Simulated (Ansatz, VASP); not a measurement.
# AlGaN2 (alpha-NaFeO2 type (invented)): VASP beside Ansatz

Wanted: the spread between two codes on one cell, functional and k mesh. The cell is generated by rule, not measured, and may not be a known phase. The cell is taken from a series of runs on this material, whose earlier steps may have relaxed, scaled, displaced or heated it; both programs get it as it stands.

Method: plane waves, with VASP 6.6.1 beside it; relaxation of cell and atoms at PBEsol and zone-centre phonons at PBEsol, in Ansatz 0.2.0.

## 1. Starting point

Symmetry: R-3m, No. 166, trigonal system. The conventional cell has a = 2.924 Å, b = 2.924 Å, c = 14.326 Å, α = 90.00°, β = 90.00°, γ = 120.00°. Al has 6 N at 2.04 Å nearest. Nearest to Ga lie 6 N at 2.10 Å. N has 3 Al at 2.04 Å and 3 Ga at 2.10 Å nearest. Farther neighbours and most contacts between anions are not listed.

## 2. VASP: relaxation of cell and atoms, PBEsol, pair 1

The relaxed volume is the usual yardstick between codes: in a stiff, nearly cubic crystal its relative difference is about their pressure difference at one cell divided by the bulk modulus.

Lines of VASP's logs that name or quote its potential files are left out, and so is its time.

File INCAR:

```
SYSTEM = AlGaN2
PREC = Accurate
ENCUT = 600
EDIFF = 1E-07
NELM = 120
ISMEAR = 0
SIGMA = 0.01
LREAL = .FALSE.
ALGO = Normal
GGA = PS
NBANDS = 19
LORBIT = 11
LWAVE = .FALSE.
LCHARG = .FALSE.
ISIF = 3
IBRION = 2
NSW = 80
EDIFFG = -0.005
LASPH = .TRUE.
GGA_COMPAT = .FALSE.
NELMIN = 4
EFERMI = MIDGAP
KPAR = 2
```

File POSCAR:

```
AlGaN2
1.0
    1.4621510000      0.8441740000      4.7754310000
   -1.4621510000      0.8441740000      4.7754310000
    0.0000000000     -1.6883470000      4.7754310000
Al Ga N
1 1 2
Direct
    0.0000000000      0.0000000000      0.0000000000
    0.4999999362      0.4999999362      0.5000002323
    0.2534041628      0.2534041628      0.2534043129
    0.7465957794      0.7465957794      0.7465962216
```

File KPOINTS:

```
Automatic mesh
0
Gamma
9 9 9
0 0 0
```

PAW data sets: Al, Ga_d and N (PBE family, release 64).

Launch:

```bash
> mpirun -np 2 vasp_std
```

Numbers of over 12 decimals in the logs are rounded to 6 here.

What it wrote:

```text
[banner, memory and clock lines left out]
running    2 mpi-ranks, on    1 nodes
 distrk:  each k-point on    1 cores,    2 groups
 distr:  one band on    1 cores,    1 groups

 POSCAR found type information on POSCAR AlGaN
 POSCAR found :  3 types and       4 ions
|                                                                             |
|               ----> ADVICE to this user running VASP <----                  |
|                                                                             |
|     You enforced a specific xc type in the INCAR file but a different       |
|     [... a line on the potential file left out ...]
|     I HOPE YOU KNOW WHAT YOU ARE DOING!                                     |
|                                                                             |

 LDA part: xc-table for (Slater+PW92), standard interpolation
 POSCAR, INCAR and KPOINTS ok, starting setup
 FFT: planning ... GRIDC
 FFT: planning ... GRID_SOFT
 FFT: planning ... GRID
 WAVECAR not read
 entering main loop
       N       E                     dE             d eps       ncg     rms          rms(c)
DAV:   1     0.195411435097E+03    0.19541E+03   -0.13904E+04  3410   0.235E+03
DAV:   2    -0.798350731672E+01   -0.20339E+03   -0.19364E+03  3521   0.475E+02
DAV:   3    -0.303609347379E+02   -0.22377E+02   -0.21880E+02  3812   0.128E+02
DAV:   4    -0.310269524293E+02   -0.66602E+00   -0.66440E+00  4309   0.228E+01
DAV:   5    -0.310373222531E+02   -0.10370E-01   -0.10364E-01  4052   0.276E+00    0.100E+01
DAV:   6    -0.276290346578E+02    0.34083E+01   -0.11214E+01  5168   0.574E+01    0.338E+00
DAV:   7    -0.276487651639E+02   -0.19731E-01   -0.11138E+00  3618   0.898E+00    0.234E+00
DAV:   8    -0.276172964402E+02    0.31469E-01   -0.10881E-01  4501   0.394E+00    0.456E-01
DAV:   9    -0.276107041499E+02    0.65923E-02   -0.20218E-02  5127   0.259E+00    0.237E-01
DAV:  10    -0.276105198522E+02    0.18430E-03   -0.42584E-03  4033   0.623E-01    0.866E-02
DAV:  11    -0.276105131342E+02    0.67180E-05   -0.25982E-04  4325   0.179E-01    0.202E-02
DAV:  12    -0.276105117959E+02    0.13383E-05   -0.18286E-05  4769   0.818E-02    0.963E-03
DAV:  13    -0.276105120408E+02   -0.24489E-06   -0.16598E-06  3858   0.115E-02    0.428E-03
DAV:  14    -0.276105118029E+02    0.23791E-06   -0.37022E-07  3193   0.460E-03    0.112E-03
DAV:  15    -0.276105117685E+02    0.34407E-07   -0.33175E-08  2233   0.165E-03
   1 F= -.27610512E+02 E0= -.27610512E+02  d E =-.276105E+02
 curvature:   0.00 expect dE= 0.000E+00 dE for cont linesearch  0.000E+00
 trial: gam= 0.00000 g(F)=  0.578E-04 g(S)=  0.112E-04 ort = 0.000E+00 (trialstep = 0.100E+01)
 search vector abs. value=  0.690E-04
 bond charge predicted
       N       E                     dE             d eps       ncg     rms          rms(c)
DAV:   1    -0.276105913597E+02   -0.79557E-04   -0.12201E-02  3547   0.113E+00    0.491E-02
DAV:   2    -0.276105516657E+02    0.39694E-04   -0.22902E-04  4613   0.258E-01    0.242E-02
DAV:   3    -0.276105363453E+02    0.15320E-04   -0.35701E-05  4447   0.126E-01    0.521E-03
DAV:   4    -0.276105356500E+02    0.69530E-06   -0.65743E-06  3772   0.242E-02    0.311E-03
DAV:   5    -0.276105352973E+02    0.35270E-06   -0.22584E-07  3591   0.719E-03    0.107E-03
DAV:   6    -0.276105352651E+02    0.32262E-07   -0.97698E-08  2268   0.364E-03
   2 F= -.27610535E+02 E0= -.27610535E+02  d E =-.234966E-04
 trial-energy change:   -0.000023  1 .order   -0.000024   -0.000069    0.000021
 step:   0.7605(harm=  0.7665)  dis= 0.00090  next Energy=   -27.610538 (dE=-0.260E-04)
 reached required accuracy - stopping structural energy minimisation
```

Parts of OUTCAR (step 2):

```text
ion  position               nearest neighbor table
   1  0.000  0.000  0.000-   3 2.04   3 2.04   3 2.04   4 2.04   4 2.04   4 2.04   2 2.92   2 2.92
                             2 2.92   2 2.92   2 2.92   2 2.92
   2  0.500  0.500  0.500-   4 2.10   4 2.10   4 2.10   3 2.10   3 2.10   3 2.10   1 2.92   1 2.92
                             1 2.92   1 2.92   1 2.92   1 2.92
   3  0.253  0.253  0.253-   1 2.04   1 2.04   1 2.04   2 2.10   2 2.10   2 2.10
   4  0.747  0.747  0.747-   1 2.04   1 2.04   1 2.04   2 2.10   2 2.10   2 2.10

  LATTYP: Found a trigonal (rhomboedric) cell.
 ALAT       =     5.0651018277
 COS(alpha) =     0.8333373104

 Subroutine GETGRP returns: Found 12 space group operations
 (whereof 12 operations were pure point group operations)

The static configuration has the point symmetry D_3d.

 Found     85 irreducible k-points:

   k-points           NKPTS =     85   k-points in BZ     NKDIM =     85   number of bands    NBANDS=     19

   dimension x,y,z NGX =    40 NGY =   40 NGZ =   40
   dimension x,y,z NGXF=    80 NGYF=   80 NGZF=   80

   ENCUT  =  600.0 eV  44.10 Ry    6.64 a.u.  10.12 10.12 10.12*2*pi/ulx,y,z

   NELECT =      26.0000    total number of electrons

 k-points in reciprocal lattice and weights: Automatic mesh
   0.00000000  0.00000000  0.00000000       0.001
   0.11111111  0.00000000  0.00000000       0.008
   0.22222222 -0.00000000  0.00000000       0.008
   0.33333333  0.00000000 -0.00000000       0.008
   0.44444444 -0.00000000  0.00000000       0.008
   0.11111111  0.11111111  0.00000000       0.008
   0.22222222  0.11111111 -0.00000000       0.016
   0.33333333  0.11111111  0.00000000       0.016
   0.44444444  0.11111111 -0.00000000       0.016
[...]
0.44444444  0.44444444  0.44444444       0.003
  -0.44444444  0.44444444  0.44444444       0.008

 average (electrostatic) potential at core
       1 -70.0811       2 -60.4189       3 -58.3816       4 -58.3816

 E-fermi :   9.9634

 k-point     1 :       0.0000    0.0000    0.0000
  band No.  band energies     occupation
    ...
      9       8.1225      2.00000
     10       8.1225      2.00000
     11       8.5110      2.00000
     12       8.5269      2.00000
     13       8.5269      2.00000
     14      12.5163      0.00000
     15      14.0854      0.00000
     16      18.6518      0.00000
     17      18.6518      0.00000
     18      20.0265      0.00000
    ...

 k-point     2 :       0.1111    0.0000    0.0000
  band No.  band energies     occupation
    ...
      9       6.9515      2.00000
     10       7.5276      2.00000
     11       7.9165      2.00000
     12       8.3240      2.00000
     13       8.5051      2.00000
     14      13.3319      0.00000
     15      14.9459      0.00000
     16      17.3519      0.00000
     17      19.1029      0.00000
     18      20.3995      0.00000
    ...

 k-point     3 :       0.2222   -0.0000    0.0000
  band No.  band energies     occupation
    ...
      9       4.8427      2.00000
     10       5.6813      2.00000
     11       7.4506      2.00000
     12       7.8456      2.00000
     13       8.1347      2.00000
     14      14.1831      0.00000
     15      15.4303      0.00000
     16      17.4196      0.00000
     17      18.9232      0.00000
     18      19.8535      0.00000
    ...

  Total       -0.0175954     -0.0175954     -0.0150681      0.0000000     -0.0000000     -0.0000000
  in kB       -0.7966101     -0.7966108     -0.6821915      0.0000000     -0.0000000     -0.0000000
  external PRESSURE =      -0.7584708 kB  Pullay stress =       0.0000000 kB

  energy-cutoff  :      600.00
  volume of cell :       35.39
      direct lattice vectors                 reciprocal lattice vectors
     1.462468020  0.844357032  4.776396880     0.341887818  0.197388932  0.069787598
    -1.462468020  0.844357032  4.776396880    -0.341887818  0.197388932  0.069787598
     0.000000000 -1.688713063  4.776396880     0.000000000 -0.394777863  0.069787640

 POSITION                                       TOTAL-FORCE (eV/Angst)
 -----------------------------------------------------------------------------------
      0.00000      1.68871      9.55279         0.000000      0.000000     -0.000000
      0.00000      0.00000      7.16460         0.000000      0.000000     -0.000000
      0.00000      0.00000      3.63226        -0.000000     -0.000000     -0.004380
      0.00000      0.00000     10.69693         0.000000      0.000000      0.004380
 -----------------------------------------------------------------------------------
    total drift:                               -0.000000      0.000694     -0.001355

  FREE ENERGIE OF THE ION-ELECTRON SYSTEM (eV)
  ---------------------------------------------------
  free  energy   TOTEN  =       -27.6105352651 eV

  energy  without entropy=      -27.6105352651  energy(sigma->0) =      -27.61053527

 reached required accuracy - stopping structural energy minimisation

 total charge
# of ion       s       p       d       tot
------------------------------------------
    1        0.321   0.389   0.000   0.710
    2        0.709   0.783  10.230  11.722
    3        1.220   2.551   0.000   3.771
    4        1.220   2.551   0.000   3.771
--------------------------------------------------
tot          3.469   6.275  10.230  19.974

[... 3 further parts left out ...]
```

CONTCAR:

```
AlGaN2
   1.00000000000000
     1.4624680195824720    0.8443570317367425    4.7763968797184111
    -1.4624680195824720    0.8443570317367425    4.7763968797184111
     0.0000000000000000   -1.6887130630544074    4.7763968796826566
  Al              Ga              N
     1     1     2
Direct
     1.0000000000000000    1.0000000000000000    0.0000000000000000
     0.4999999361999983    0.4999999361999983    0.5000002323000032
     0.2534865840110510    0.2534865840110510    0.2534867341110509
     0.7465133581889549    0.7465133581889549    0.7465138003889524
```

## 3. Ansatz: relaxation of cell and atoms, PBEsol, pair 1

Ansatz runs on its default PAW (the set named soft_2) files.

The same cell, functional and mesh now go to Ansatz, which takes its cutoff from its data sets.

File input.yaml:

```yaml
crystal:
  lattice:
    - [1.4621514193, 0.8441735155, 4.7754313566]
    - [-1.4621514193, 0.8441735155, 4.7754313566]
    - [0.0, -1.688347031, 4.7754313566]
  atoms:
    - { symbol: Al, position: [1.0, 0.0, 0.0] }
    - { symbol: Ga, position: [0.5, 0.5, 0.5] }
    - { symbol: "N", position: [0.253404161, 0.253404161, 0.253404161] }
    - { symbol: "N", position: [0.746595839, 0.746595839, 0.746595839] }
kpoints:
  mp_grid: { grid: [9, 9, 9] }
hamiltonian:
  xc: pbesol
scf:
  occupations: { method: fixed }
output:
  forces: true
  stress: true
  eigenvalues: true
relax:
  adjacent_minimum: "off"
  f_tol: 0.001
  max_steps: 60
  cell: { stress_tol: 0.01 }
```

Launch:

```bash
> ansatz run input.yaml --threads 2 --pin off --max-ram 5120MiB --backend cpu --events-out ev --progress --plain --runs-dir out
```

What it wrote:

```text
basis.fft_grid_basis auto: the FFT boxes are laid along the combinations [[1, 0, -1], [0, 1, -1], [0, 0, 1]] of the cell's own vectors, 2.924, 2.924 and 5.065 Å long. The dense box has 20×20×36 points. Along the cell's own vectors, as sized, it would have 36×36×36, 3.24 times as many. Of the 12 symmetry operations that the crystal satisfies within crystal.symmetry.tolerance (time reversal apart; of a slab, those that [...]
Engine: ansatz 0.2.0, aarch64-unknown-linux-gnu
Pseudopotentials: kind: paw
Pseudopotential: Al, paw, valence charge 3, recommended cutoff 420 eV (normal), Al.paw.azcp
Pseudopotential: Ga, paw, valence charge 13, recommended cutoff 420 eV (normal), Ga.paw.azcp
Pseudopotential: N, paw, valence charge 5, recommended cutoff 420 eV (normal), N.paw.azcp
Functional definition: PBEsol
  exchange = pbesol_x
  correlation = pbesol_c
Crystal: 4 atoms, lattice volume = 35.366 Å³
Basis set: ecut = 420 eV, 675 PW (Γ), FFT grids on a1−a3, a2−a3, a3, exchange–correlation on 40×40×72 points (8 copies of the dense FFT grid, shifted against one another)
Bands: 17, of which v1, the nominal top of the filled ones, is band 13 counted from 1 (12 counted from 0)
Symmetry: 12 space group operations
Space group: R-3m (ITA 166), of the structure as read, at distance tolerance 3.3e-5 Å
k-points: 85 of 729
Non-local potential: Al, projectors of the file, l = 0: 2, l = 1: 2, l = 2: 1
Non-local potential: Ga, projectors of the file, l = 0: 2, l = 1: 2, l = 2: 3, l = 3: 1
Non-local potential: N, projectors of the file, l = 0: 2, l = 1: 2, l = 2: 1
PAW form: soft (Blöchl's): semilocal exchange-correlation on the pseudo side does not see the compensation charge
PAW frozen core: Al, regenerated for the run's functional, and the local potential with it (the file was generated under x = pbe(κ = 0.804, μ = 0.219515), c = pbe(β = 0.066725))
PAW frozen core: Ga, regenerated for the run's functional, and the local potential with it (the file was generated under x = pbe(κ = 0.804, μ = 0.219515), c = pbe(β = 0.066725))
PAW frozen core: N, regenerated for the run's functional, and the local potential with it (the file was generated under x = pbe(κ = 0.804, μ = 0.219515), c = pbe(β = 0.066725))
PAW one-centre angular grid: Al, 110 points (default); XC on 64 Gauss nodes
PAW one-centre angular grid: Ga, 590 points (default); XC on 64 Gauss nodes
PAW one-centre angular grid: N, 110 points (default); XC on 64 Gauss nodes
Initial density: superposition of atomic densities (neutral atoms: chi_scale 0, normalization atom), corrected by the library's trained network
Initial wavefunctions: pseudopotential atomic-orbital guess
Functional: x = pbesol(κ = 0.804, μ = 0.123457), c = pbesol(β = 0.046)
SCF iter   1: F=—  HF=-5027.660913 eV  |F-HF|=—  |Δ(HF+E_count)|=         —  Δρ=1.24e-2  dr2=5.34e-2  ethr=1.77e-3  ⟨swp⟩=4.8  Hψ=6298  notcnv=0  defer=138
preconditioner: auto → none  [insulator: Δε(μ)=2.382 eV  Ē_g=16.481 eV  n_scr=8 (ndim 8)  ℏωp=31.8 eV  f_vac=0.000  ε∞_Penn≈4.7]
SCF iter   2: F=—  HF=-5027.646795 eV  |F-HF|=—  |Δ(HF+E_count)|=   1.41e-2  Δρ=4.69e-3  dr2=7.01e-3  ethr=2.05e-4  ⟨swp⟩=2.1  Hψ=2792  notcnv=0  defer=170
SCF iter   3: F=—  HF=-5027.644643 eV  |F-HF|=—  |Δ(HF+E_count)|=   2.15e-3  Δρ=8.44e-4  dr2=1.48e-4  ethr=2.70e-5  ⟨swp⟩=2.0  Hψ=2169  notcnv=0  defer=170
SCF iter   4: F=—  HF=-5027.644633 eV  |F-HF|=—  |Δ(HF+E_count)|=   9.96e-6  Δρ=4.26e-4  dr2=3.20e-5  ethr=5.71e-7  ⟨swp⟩=2.8  Hψ=2606  notcnv=0  defer=153
SCF iter   5: F=—  HF=-5027.644607 eV  |F-HF|=—  |Δ(HF+E_count)|=   2.60e-5  Δρ=5.35e-5  dr2=1.22e-6  ethr=1.23e-7  ⟨swp⟩=2.3  Hψ=1841  notcnv=0  defer=12
SCF iter   6: F=-5027.644607 eV  HF=-5027.644607 eV  |F-HF|=1.00e-8  |Δ(HF+E_count)|=   3.13e-7  Δρ=1.49e-5  dr2=2.67e-8  ethr=3.85e-10  ⟨swp⟩=6.7  Hψ=7735  notcnv=0
SCF 1 converged in 6 iterations: F = -5027.644607 eV  dr2 = 2.67e-8
  greatest PAW one-centre occupation: 0.998 electrons in one spin orbital (limit 2), on the Ga atom at site 1 (counted from 0), in its partial waves of l = 2
relax step   1: F+E_penalty+E_count = -5027.64460676 eV  Δ(F+E_penalty+E_count) = +0.000e0 eV  max|allowed force component| = 2.109e-4 eV/Å  Δτ_max = 0.0000 Å  P = +0.004 GPa  Ω = 35.366 Å³  (6 SCF iters, dr2 threshold 1.00e-7 eV, accepted)
Initial density: handed on by an earlier stage of this run
Initial wavefunctions: pseudopotential atomic-orbital guess (no wavefunctions were taken with the density)
iter 1 solved again at ethr=6.08e-9 eV; its pass at ethr=3.10e-3 eV (dr2=1.58e-6 eV) is discarded
SCF iter   1: F=—  HF=-5027.644636 eV  |F-HF|=—  |Δ(HF+E_count)|=         —  Δρ=1.47e-5  dr2=2.50e-8  ethr=6.08e-9  ⟨swp⟩=3.1  Hψ=10495  notcnv=0  defer=170
preconditioner: auto → none  [insulator: Δε(μ)=2.528 eV  Ē_g=16.507 eV  n_scr=8 (ndim 8)  ℏωp=31.8 eV  f_vac=0.000  ε∞_Penn≈4.7]
SCF iter   2: F=—  HF=-5027.644607 eV  |F-HF|=—  |Δ(HF+E_count)|=   2.90e-5  Δρ=7.44e-6  dr2=6.77e-9  ethr=9.61e-11  ⟨swp⟩=2.0  Hψ=2435  notcnv=0  defer=170
SCF iter   3: F=—  HF=-5027.644607 eV  |F-HF|=—  |Δ(HF+E_count)|=   4.09e-9  Δρ=1.95e-6  dr2=2.36e-9  ethr=2.60e-11  ⟨swp⟩=2.0  Hψ=1967  notcnv=0  defer=170
SCF iter   4: F=—  HF=-5027.644607 eV  |F-HF|=—  |Δ(HF+E_count)|=  7.51e-10  Δρ=4.19e-7  dr2=5.82e-11  ethr=9.08e-12  ⟨swp⟩=2.0  Hψ=1955  notcnv=0  defer=170
SCF iter   5: F=—  HF=-5027.644607 eV  |F-HF|=—  |Δ(HF+E_count)|=  1.73e-11  Δρ=1.12e-7  dr2=2.99e-12  ethr=1.00e-12  ⟨swp⟩=1.0  Hψ=1445  notcnv=0  defer=170
SCF iter   6: F=—  HF=-5027.644607 eV  |F-HF|=—  |Δ(HF+E_count)|=    0.00e0  Δρ=6.11e-8  dr2=2.02e-12  ethr=1.00e-12  ⟨swp⟩=8.2  Hψ=8099  notcnv=0
SCF iter   7: F=-5027.644607 eV  HF=-5027.644607 eV  |F-HF|=9.09e-13  |Δ(HF+E_count)|=  1.82e-12  Δρ=1.09e-8  dr2=1.59e-14  ethr=1.00e-12  ⟨swp⟩=4.7  Hψ=5191  notcnv=0
SCF 2 converged in 7 iterations: F = -5027.644607 eV  dr2 = 1.59e-14
relax step   2: F+E_penalty+E_count = -5027.64460676 eV  Δ(F+E_penalty+E_count) = -1.409e-9 eV  max|allowed force component| = 2.427e-4 eV/Å  Δτ_max = 0.0000 Å  P = +0.004 GPa  Ω = 35.366 Å³  stress off target by 6.87e-3 GPa  SCF on the basis re-selected at this cell (its energy is not comparable with the rows above)  (7 SCF iters)
basis re-selected at this cell: Δ(F+E_penalty+E_count) = -1.409e-9 eV, ΔP = -0.000 GPa vs the last step (what re-selecting the basis moved, of the pressure what is left beyond the Pulay correction that the steps carried, after the strain that the cell walked since its last selection, with what the two solves' SCF thresholds leave and, on support functions, any second-order correction that the steps lacked; it is no m [...]
SCF converged after 7 iterations
Free energy (F): -5027.644607 eV
Harris-Foulkes:  -5027.644607 eV  (|F-HF|=9.09e-13)
Internal energy: -5027.644607 eV  (E = F + TS)
E sigma→0 (E₀):  -5027.644607 eV
Fermi energy:    12.116960 eV
--- Per-component energies (eV) ---
  E_band       = 77.235900
  E_kinetic    = 409.953080
  E_local      = -2218.616487  (includes V_loc(G=0)·N_el)
  E_nonlocal   = 533.074271
  E_hartree    = 1031.628051
  E_xc         = -229.714737
  E_vxc        = -243.406816  (∫ρ·V_xc dr)
  E_paw        = -2657.306341  (= ΣΔE_a)
  E_vpaw       = -467.024261  (= ΣTr[D̂ρ^β])
  E_aug_tail   = 0.000009  (compensation charges beyond the density's cutoff)
  E_ewald      = -1897.600767
  E_core_change = 0.938314  (= ΣΔE_core)
  E_smearing   = -0.000000  (= −TS)
  E_closure    = 0.000000  (closes the sum)
  Σ components = -5027.644607   (vs F -5027.644607, Δ=0.00e0)
--- Forces (eV/Å), atoms counted from 1 ---
  atom   1  Al    -0.00000000    -0.00000000    -0.00000000
  atom   2  Ga    -0.00000000     0.00000000     0.00000000
  atom   3  N     -0.00000000     0.00000000    -0.00024273
  atom   4  N      0.00000000    -0.00000000     0.00024273
  max |Σ_I F_I| component: 9.25e-18 eV/Å
--- Stress (GPa, compression-positive) ---
        0.002630       0.000000       0.000000
        0.000000       0.002630       0.000000
        0.000000       0.000000       0.006874
  P = ⅓ Tr σ = 0.0040 GPa (0.040 kbar)
--- Band table (eV; the first three rows and the last of 85) ---
  k-point 0: bands = [... 9 lower, 11.5333, 11.9229, 11.9383, 11.9383, 15.9213, 17.4943, 22.0731, 22.0731]
  k-point 1: bands = [... 9 lower, 10.9372, 11.3275, 11.7350, 11.9142, 16.7406, 18.3558, 20.7687, 22.5232]
  k-point 2: bands = [... 9 lower, 9.0895, 10.8608, 11.2572, 11.5432, 17.6025, 18.8375, 20.8342, 22.3090]
  k-point 84: bands = [... 9 lower, 10.5069, 11.0103, 11.4088, 12.0489, 18.2788, 18.8792, 21.5674, 22.1503]
--- Relaxed structure (1 steps of the walk, 1 accepted, 1 SCFs on fresh bases) ---
  F+E_penalty+E_count = -5027.64460676 eV   max|allowed force component| = 2.427e-4 eV/Å   (the final SCF, on the basis selected at the relaxed cell)
  cell:  # Å, volume = 35.3662 Å³
    - [1.462151, 0.844174, 4.7754313566]
    - [-1.462151, 0.844174, 4.7754313566]
    - [0.0, -1.688347, 4.7754313566]
  atoms:
    - { symbol: Al, position: [1.000000, -5.551115123125783e-17, 0.0] }
    - { symbol: Ga, position: [0.500000, 0.500000, 0.500000] }
    - { symbol: N, position: [0.253404, 0.253404, 0.253404] }
    - { symbol: N, position: [0.746596, 0.746596, 0.746596] }
```

Reading the cycles: dr2 is the Hartree energy of the density residual (eV), the measure of convergence; HF is the Harris–Foulkes estimate of the energy, which meets the free energy F at convergence.

(Continued in part 2 of 2.)

[Lines on the potential files, build, host, timing and source positions are cut from VASP's logs without a mark.]

[Logs are printed without paths, hosts, clocks, repeated set-up lines and the standing remarks that a program may print on its own settings, such as how far it seeks lower states.]

[Hosts, paths, dates, database ids (printed as entryN), source tags and the programs' standing remarks are cut or masked in the printed files.]
